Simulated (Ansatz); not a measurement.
A run of Ansatz 0.2.0:

File input.yaml:

```yaml
crystal:
  lattice:
    - [-1.582345, 1.582345, 1.582345]
    - [1.582345, -1.582345, 1.582345]
    - [1.582345, 1.582345, -1.582345]
  atoms:
    - { symbol: W, position: [0.0, 0.0, 0.0] }
hamiltonian:
  xc: { exchange: pbesol, correlation: pbesol, exx: { coeff: 0.25 } }
  pseudopotentials: { kind: paw }
kpoints:
  mp_grid: { grid: [6, 6, 6] }
scf:
  occupations: { method: fermi_dirac, width: 0.05 }
output:
  forces: true
  stress: true
  eigenvalues: true
```

Potentials or basis: Ansatz PAW.

Command:

```sh
$ ansatz run input.yaml --threads 2 --pin off --max-ram 5632MiB --backend cpu --events-out ev --progress --plain --runs-dir out
```

Hardware: 2 threads of Intel(R) Xeon(R) Processor @ 2.70GHz, with other jobs on the host.

**Question.** How long does it take, and how much memory?

**Answer.** Wall time 6.8 s on 2 threads of Intel(R) Xeon(R) Processor @ 2.70GHz (shared host), peak memory 0.56 GiB. Counts: scf iterations 12, plane waves 321, k points 16, bands 11.
